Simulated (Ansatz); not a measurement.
Input and command of a plane-wave DFT calculation in Ansatz:

```yaml
crystal:
  lattice:
    - [5.92042, 0.0, 0.0]
    - [0.0, 5.938004, 0.0]
    - [0.0, 0.0, 3.222499]
  atoms:
    - { symbol: In, position: [0.0, 0.0, 0.008805] }
    - { symbol: In, position: [0.5, 0.5, 0.991195] }
    - { symbol: Sb, position: [0.0, 0.5, 0.276997] }
    - { symbol: Sb, position: [0.5, 0.0, 0.723003] }
basis:
  ecutwfc: 420
kpoints:
  mp_grid: { grid: [4, 4, 7] }
hamiltonian:
  xc: pbe
scf:
  occupations: { method: gaussian, width: 0.01 }
output:
  forces: true
  stress: true
  eigenvalues: true
```

```bash
ansatz run input.yaml --threads 1 --pin off --max-ram 2560MiB --backend cpu --events-out ev --progress --plain --runs-dir out
```

Processor: Intel(R) Xeon(R) Processor @ 2.70GHz, 1 thread, on a host shared with other jobs.

Estimate time, memory and problem size.

About 9.7 s on 1 thread of Intel(R) Xeon(R) Processor @ 2.70GHz (shared host), peak memory 0.44 GiB. It solves 34 bands at 36 k points (the mesh reduced by the symmetry that the task leaves, which can be less than the crystal's) with about 2203 plane waves, in 7 SCF iterations.
